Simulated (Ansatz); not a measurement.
4 guesses for AlCr2C and where they end

All numbers below come from DFT PBE, scalar-relativistic, plane waves, PAW (Ansatz 0.2.0). Settings: cutoff 420 eV, Γ-centred meshes spaced at most about 0.3 Å⁻¹, and about 0.25 Å⁻¹ or finer for metals (2π included), Gaussian smearing. Collinear spin in cells that started with moments and kept them past the coarse steps, no spin elsewhere.

Each guess was relaxed in cell and atoms at zero pressure, within the symmetry of its start. These are static total energies at zero pressure. Coordination counts Al or Cr atoms around C (for each partner element, those within 1.25 times its shortest distance or 1.15 times the sum of covalent radii, where it is the nearest in units of that sum or under 1.3; a plus sign parts groups by distance over the sum of covalent radii).

```tsv
guess	made from	start group	V start (Å³/atom)	end group	V end (Å³/atom)	coordination at the end	gap on mesh (eV)	largest moment (μB)	E over the lowest end (meV/atom)
1	random cell	P-3m1	13.1	?	?	?	?	?	?
2	random cell	P-6m2	14.1	P-6m2	12.7	C 2+3	0	2.2	934
3	a Materials Project cell	P6_3/mmc	10.9	P6_3/mmc (MAX phase (211))	11.1	C 6	0	-	0
4	random cell	P4mm	13.1	P4/mmm	12.9	C 4	0	-	614
```

Guess 1 as it starts:

```cif
data_structure
_symmetry_space_group_name_H-M 'P-3m1'
_symmetry_Int_Tables_number 164
_cell_length_a 4.0824
_cell_length_b 4.0824
_cell_length_c 3.6346
_cell_angle_alpha 90.000
_cell_angle_beta 90.000
_cell_angle_gamma 120.000
_cell_volume 52.46
loop_
_atom_site_label
_atom_site_type_symbol
_atom_site_symmetry_multiplicity
_atom_site_Wyckoff_symbol
_atom_site_fract_x
_atom_site_fract_y
_atom_site_fract_z
_atom_site_occupancy
Al1 Al 1 a 0.00000 0.00000 0.00000 1
Cr1 Cr 2 d 0.33333 0.66667 0.06641 1
C1 C 1 b 0.00000 0.00000 0.50000 1
```

Q: Fill in the missing row: what does this guess relax into, and where does it rank?

A: It ends in space group P-3m1 (No. 164), with a = 2.820 Å, c = 6.536 Å, 11.3 Å³/atom and no gap; its coordination is C 6, with moments up to 0.5 μB. It lies 67 meV/atom over the lowest end, above guess 3 and below guess 4. Counting Al or Cr atoms around C, this end and the lowest (guess 3) both have C 6.

```cif
data_structure
_symmetry_space_group_name_H-M 'P-3m1'
_symmetry_Int_Tables_number 164
_cell_length_a 2.8200
_cell_length_b 2.8200
_cell_length_c 6.5358
_cell_angle_alpha 90.000
_cell_angle_beta 90.000
_cell_angle_gamma 120.000
_cell_volume 45.01
loop_
_atom_site_label
_atom_site_type_symbol
_atom_site_symmetry_multiplicity
_atom_site_Wyckoff_symbol
_atom_site_fract_x
_atom_site_fract_y
_atom_site_fract_z
_atom_site_occupancy
Al1 Al 1 a 0.00000 0.00000 0.00000 1
Cr1 Cr 2 d 0.33333 0.66667 0.33480 1
C1 C 1 b 0.00000 0.00000 0.50000 1
```

Formation energies are uncorrected and refer to the elements' standard structures at the same level.

Q: Is the lowest end bound against the elements?

A: Yes: its formation energy is −0.18 eV/atom. A negative formation energy is needed for stability but isn't enough: competing phases decide.

The reference form of C is held partly by dispersion forces, which this level lacks. Another magnetic order may lie lower. Trial moments died out on the coarse mesh in P6_3/mmc and P4/mmm; another magnetic start might hold. Cells relaxed within their symmetry can be saddle points. Some structure types and database cells were kept out of the candidates from the start, so a known form may be missing.
